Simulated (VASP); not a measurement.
SnO2 in VASP 6.6.1, relaxation

INCAR

```
NSW = 40
PSTRESS = -30
LCHARG = .FALSE.
ISMEAR = -1
ENCUT = 600
EDIFFG = -5E-3
NELM = 120
LASPH = .TRUE.
EDIFF = 1E-7
NBANDS = 20
IBRION = 2
LWAVE = .FALSE.
SIGMA = 0.02
GGA = CA
LREAL = .FALSE.
ISIF = 3
PREC = Accurate
```

KPOINTS

```
KPOINTS created by Atomic Simulation Environment
0
Gamma
8 8 8
0 0 0
```

POSCAR

```
Sn O
 1.0000000000000000
     0.0000000000000000    2.5720474696209479    2.5720474696209479
     2.5720474696209479   -0.0000000000000000    2.5720474696209479
     2.5720474696209479    2.5720474696209479   -0.0000000000000000
 Sn  O
   1   2
Cartesian
  0.0000000000000000 -0.0000000000000000 -0.0000000000000000
  1.2860237348104737  1.2860237348104737  1.2860237348104737
  3.8580712044314218  3.8580712044314218  3.8580712044314218
```

The recommended LDA PAW datasets give the neutral cell 26 valence electrons.

Command

```
mpirun -np 1 vasp_std
```

OSZICAR

```
N       E                     dE             d eps       ncg     rms          rms(c)
DAV:   1     0.259981640581E+03    0.25998E+03   -0.14739E+04  1252   0.220E+03
DAV:   2     0.490254588951E+01   -0.25508E+03   -0.24045E+03  1260   0.521E+02
DAV:   3    -0.227040534197E+02   -0.27607E+02   -0.27156E+02  1300   0.144E+02
DAV:   4    -0.234842918032E+02   -0.78024E+00   -0.77931E+00  1292   0.252E+01
DAV:   5    -0.235014193143E+02   -0.17128E-01   -0.17126E-01  1420   0.387E+00    0.104E+01
DAV:   6    -0.205169610739E+02    0.29845E+01   -0.10933E+01  1804   0.579E+01    0.395E+00
DAV:   7    -0.204910141006E+02    0.25947E-01   -0.62798E-01  1252   0.604E+00    0.189E+00
DAV:   8    -0.204522817883E+02    0.38732E-01   -0.93606E-02  1300   0.267E+00    0.361E-01
DAV:   9    -0.204484886550E+02    0.37931E-02   -0.11124E-02  1844   0.132E+00    0.731E-02
DAV:  10    -0.204485667269E+02   -0.78072E-04   -0.89006E-04  1340   0.347E-01    0.292E-02
...
DAV:   6    -0.205165767697E+02    0.41074E-07   -0.34223E-08   684   0.224E-03
   4 F= -.21125690E+02 E0= -.21125683E+02  d E =-.399191E-01
       N       E                     dE             d eps       ncg     rms          rms(c)
DAV:   1    -0.205162344603E+02    0.34235E-03   -0.22884E-03  1512   0.875E-01    0.685E-02
DAV:   2    -0.205161474155E+02    0.87045E-04   -0.19524E-04  1520   0.200E-01    0.238E-02
DAV:   3    -0.205161312331E+02    0.16182E-04   -0.27003E-05  1480   0.142E-01    0.734E-03
DAV:   4    -0.205161292496E+02    0.19834E-05   -0.50394E-06  1744   0.530E-02    0.122E-03
DAV:   5    -0.205161291320E+02    0.11768E-06   -0.71276E-07  1232   0.766E-03    0.554E-04
DAV:   6    -0.205161291081E+02    0.23886E-07   -0.23027E-08   660   0.185E-03
   5 F= -.21125691E+02 E0= -.21125683E+02  d E =-.121243E-05
```

From OUTCAR

```
k-points           NKPTS =     29   k-points in BZ     NKDIM =     29   number of bands    NBANDS=     20

   NELECT =      26.0000    total number of electrons

   dimension x,y,z NGX =    30 NGY =   30 NGZ =   30
   dimension x,y,z NGXF=    60 NGYF=   60 NGZF=   60

  energy-cutoff  :      600.00
  volume of cell :       32.55
      direct lattice vectors                 reciprocal lattice vectors
     0.000000000  2.534306241  2.534306241    -0.197292652  0.197292652  0.197292652
     2.534306241 -0.000000000  2.534306241     0.197292652 -0.197292652  0.197292652
     2.534306241  2.534306241  0.000000000     0.197292652  0.197292652 -0.197292652

 k-points in reciprocal lattice and weights: KPOINTS created by Atomic Simulation Env
   0.00000000  0.00000000  0.00000000       0.002
   0.12500000  0.00000000  0.00000000       0.016
   0.25000000  0.00000000  0.00000000       0.016
   0.37500000  0.00000000  0.00000000       0.016
   0.50000000  0.00000000  0.00000000       0.008
   0.12500000  0.12500000  0.00000000       0.012
   0.25000000  0.12500000  0.00000000       0.047
   0.37500000  0.12500000  0.00000000       0.047
   ...

 E-fermi :   7.8502

 k-point     1 :       0.0000    0.0000    0.0000
  band No.  band energies     occupation
      1     -12.7166      2.00000
      2     -12.7166      2.00000
      3     -12.7166      2.00000
      4     -12.5444      2.00000
      5     -12.5444      2.00000
      6     -11.8049      2.00000
      7      -7.6668      2.00000
      8       4.7807      2.00000
      9       4.7807      2.00000
     10       4.7807      2.00000
     11       6.2997      2.00000
     12       6.2997      2.00000
     13       6.2997      2.00000
     14       7.9322      0.03262
     15      14.5771      0.00000
     16      14.5771      0.00000
     17      14.5771      0.00000
     18      20.7949      0.00000
     19      22.8412      0.00000
     20      22.8412      0.00000

 k-point     2 :       0.1250    0.0000    0.0000
  band No.  band energies     occupation
      1     -12.7818      2.00000
      2     -12.7035      2.00000
      3     -12.7035      2.00000
      4     -12.5448      2.00000
      5     -12.5448      2.00000
      6     -11.6320      2.00000
      7      -7.6594      2.00000
      8       4.1843      2.00000
      9       4.6901      2.00000
     10       4.6901      2.00000
     11       5.4039      2.00000
     12       6.1916      2.00000
     13       6.1916      2.00000
     14       9.2648      0.00000
     15      14.4433      0.00000
     16      14.9742      0.00000
     17      14.9742      0.00000
     18      21.8717      0.00000
     19      22.8818      0.00000
     20      22.8818      0.00000

 k-point     3 :       0.2500    0.0000    0.0000
  band No.  band energies     occupation
      1     -12.9574      2.00000
      2     -12.6785      2.00000
      3     -12.6785      2.00000
      4     -12.5389      2.00000
      5     -12.5389      2.00000
      6     -11.0898      2.00000
      7      -7.7759      2.00000
      8       2.9213      2.00000
      9       4.4898      2.00000
     10       4.4898      2.00000
     11       4.6029      2.00000
     12       5.9328      2.00000
     13       5.9328      2.00000
     14      10.9618      0.00000
     15      14.5814      0.00000
     16      16.0196      0.00000
     17      16.0196      0.00000
     18      22.9731      0.00000
     19      22.9731      0.00000
     20      23.5990      0.00000

 ...

  Total       -0.6240180     -0.6240180     -0.6240180      0.0000000      0.0000000      0.0000000
  in kB      -30.7114586    -30.7114586    -30.7114586      0.0000000      0.0000000      0.0000000
  external PRESSURE =      -0.7114586 kB  Pullay stress =     -30.0000000 kB

 POSITION                                       TOTAL-FORCE (eV/Angst)
 -----------------------------------------------------------------------------------
      2.53431      2.53431      0.00000        -0.000000      0.000000      0.000000
      1.26715      1.26715      1.26715        -0.000000     -0.000000     -0.000000
      3.80146      3.80146      3.80146         0.000000      0.000000      0.000000
 -----------------------------------------------------------------------------------
    total drift:                                0.000000     -0.000000      0.000000

  FREE ENERGIE OF THE ION-ELECTRON SYSTEM (eV)
  ---------------------------------------------------
  free  energy   TOTEN  =       -20.5161291081 eV

  energy  without entropy=      -20.5161130591  energy(sigma->0) =      -20.51612108
```

```tsv
ionic step	ΔH (meV/atom)	volume (Å³)	largest force (eV/Å)	pressure (GPa)	electronic steps
1	0.0	34.03	0.000	-11.27	13
2	-0.6	31.23	0.000	6.68	9
3	-13.3	32.56	0.000	-3.11	9
4	-13.3	32.53	0.000	-2.92	6
5	-13.3	32.55	0.000	-3.07	6
```

It converged. Results: relaxed cell vector lengths 3.584, 3.584, 3.584 Å; relaxed cell volume 32.55 Å³.

For comparison, a separate LDA relaxation on usual settings, not on those above, ends at 32.10 Å³.

The run above took about 37 s on one core of a shared host (Intel Xeon 6975P-C) and held 0.17 GiB at most.
